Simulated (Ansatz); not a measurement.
**Re (P6_3/mmc): elasticity against pressure**

```
Re
1.0
     2.75933    0.00000    0.00000
    -1.37967    2.38965    0.00000
     0.00000    0.00000    4.45926
Re
2
Direct
  0.33333 0.66667 0.25000
  0.66667 0.33333 0.75000
```

This is the zero-pressure cell. At each pressure cell and atoms are relaxed in this structure, and the constants are slopes of the stress at strains of ±0.005 with relaxed ions (the coefficients that govern stability under load). Level: r²SCAN, PAW on Ansatz 0.2.0's default frozen-core files (fitted under PBE), scalar-relativistic; k mesh 20×20×12, strains of ±0.005, Fermi-Dirac smearing of 0.100 eV, cutoff 500 eV. P is the pressure of the relaxed cell, less that of this one.

```tsv
P (GPa)	V/V₀	C11 (GPa)	C12 (GPa)	C13 (GPa)	C33 (GPa)	C44 (GPa)
0.00	1.0000	634.9	292.9	234.6	696.2	161.8
0.98	0.9975	641.6	296.5	237.4	703.2	163.2
1.99	0.9949	648.4	300.2	240.2	710.6	164.6
4.00	0.9900	661.7	307.4	245.9	725.0	167.4
6.99	?	?	?	?	?	?
9.98	0.9759	700.9	328.7	262.6	767.5	175.6
14.98	0.9649	733.0	346.3	276.4	802.4	182.3
```

**Question.** Does the bulk modulus from the constants agree with the pressure-volume curve?

**Answer.** A third-order Birch-Murnaghan fit to the volumes shown (F against f, f = [(V₀/V)^(2/3) − 1]/2) gives B₀ = 387.7 GPa and B′ = 4.4. Its −V dP/dV stands beside the Reuss value 1/ΣS_ij (i, j ≤ 3):

```
P (GPa)  from P(V)  from the constants
   0.00      387.7               387.8
   0.98      392.0               392.1
   1.99      396.4               396.5
   4.00      405.1               405.2
   9.98      430.7               430.8
  14.98      451.9               451.9
```

**Question.** What are the pressure derivatives at zero pressure?

**Answer.** Slopes at V₀ of quadratic fits in −ln(V/V₀) through the first four rows shown, divided by B₀: dC11/dP = 6.8, dC12/dP = 3.7, dC13/dP = 2.8, dC33/dP = 7.2, dC44/dP = 1.4. The mean slopes up to 2.0 GPa are 6.8, 3.6, 2.8, 7.2, 1.4; curvature and scatter of the constants part the two.

**Question.** Fill the row at 6.99 GPa.

**Answer.** Cubic fits in −ln(V/V₀) through all rows shown give C11 = 681.4, C12 = 318.1, C13 = 254.3, C33 = 746.3, C44 = 171.5 GPa. Computed: V/V₀ = 0.9828, C11 (GPa) = 681.4, C12 (GPa) = 318.1, C13 (GPa) = 254.3, C33 (GPa) = 746.3, C44 (GPa) = 171.5.

**Question.** Does a shear stiffness soften?

**Answer.** C44 goes from 161.8 to 182.3 GPa; (C11 − C12)/2 goes from 171.0 to 193.3 GPa. Neither ends more than 3 % under its start, and the lattice stays mechanically stable over this range.

Caveats: no other phase was computed; many crystals of this kind change structure within this range, and rows or crossings beyond such a change describe a metastable lattice; frozen-core PAW files fitted under PBE, their cores solved anew for the functional of the run; responses of metals move with mesh and smearing; no spin-orbit coupling on heavy atoms; elastic stability says nothing of phonons or of other phases; phonons weren't checked at these pressures.
